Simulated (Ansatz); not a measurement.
Theory: DFT PBE, scalar-relativistic, plane waves, PAW in Ansatz. All cells share a 420 eV cutoff and Γ-centred k meshes spaced at most about 0.3 Å⁻¹ (about 0.25 or finer for metals, 2π included). No spin polarisation.

Temperature and zero-point effects are left out.

Compare these two cells of Be3Te4, each relaxed at this level.

A.

```
Be Te
1.0
     6.71714    0.00000    0.00000
     0.00000    7.41955    0.00000
     0.00000    0.00000    6.85708
Be Te
6 8
Direct
  0.50000 0.84474 0.01593
  0.25094 0.35043 0.00906
  0.74906 0.35043 0.00906
  0.00000 0.15526 0.51593
  0.24907 0.64957 0.50906
  0.75094 0.64957 0.50906
  0.50000 0.14353 0.86126
  0.74550 0.35131 0.36493
  0.25450 0.35131 0.36493
  0.00000 0.85647 0.36126
  0.24549 0.64869 0.86493
  0.75450 0.64869 0.86493
  0.00000 0.14362 0.86984
  0.50000 0.85638 0.36984
```

B.

```
Be Te
1.0
     3.88071    0.00000    0.00000
     0.00000    3.88071    0.00000
     0.00000    0.00000   11.73355
Be Te
3 4
Cartesian
  1.9404 1.9404 2.9193
  1.9404 1.9404 8.8143
  0.0000 0.0000 0.0000
  1.9404 0.0000 4.3338
  0.0000 1.9404 7.3998
  1.9404 0.0000 10.2936
  0.0000 1.9404 1.4400
```

**Question.** Which is lower in energy, and by how much?

**Answer.** B is lower, by 17 meV/atom. A has space group Pmn2_1 (No. 31), 24.4 Å³/atom and no gap on its mesh; B has space group P-4m2 (No. 115), 25.2 Å³/atom and no gap. Counting Te atoms around Be (those within 1.25 times the shortest such distance or 1.15 times the sum of covalent radii), A and B both have Be 4. Both come from invented guesses. The lowest form computed isn't among them: it has space group Pmm2 (No. 25), 26.6 Å³/atom and lies 49 meV/atom below the best shown.

The k mesh leaves some 4 meV/atom of noise in the energy of each metallic cell. No dispersion correction is applied, so the spacing and binding between layers, chains or molecules are poorly described (P-4m2), and this can change margins and order among such cells. These runs have no spin–orbit coupling, which can matter for Te. Cells relaxed within their symmetry can be saddle points. Some types were kept out of the candidates beforehand, so the set may lack a known form.

The preference for B is modest, and both cells share the same electronic problem: three Be²⁺ ions cannot supply enough electrons to make four closed-shell Te²⁻ ions. Tetrahedral Be coordination survives in each, so the deficit falls mainly on the Te 5p states, consistent with the missing gaps.

The structures handle these holes differently. In A, Te atoms line up along the a axis in nearly evenly spaced chains, with contacts too long for ordinary Te–Te single bonds but short enough for appreciable p-orbital overlap. B instead consists of Te-terminated slabs of zinc-blende type, without comparably short Te–Te contacts. Its advantage suggests that the partial bonding in A does not repay the accompanying strain and closed-shell repulsion.

Pairing half of the Te atoms into Te₂²⁻ units would balance the charges, and a distortion of this kind could probably lower the energy of either cell. The much lower Pmm2 form rules out both as the ground state, while stability against separation into BeTe and elemental Te remains untested.
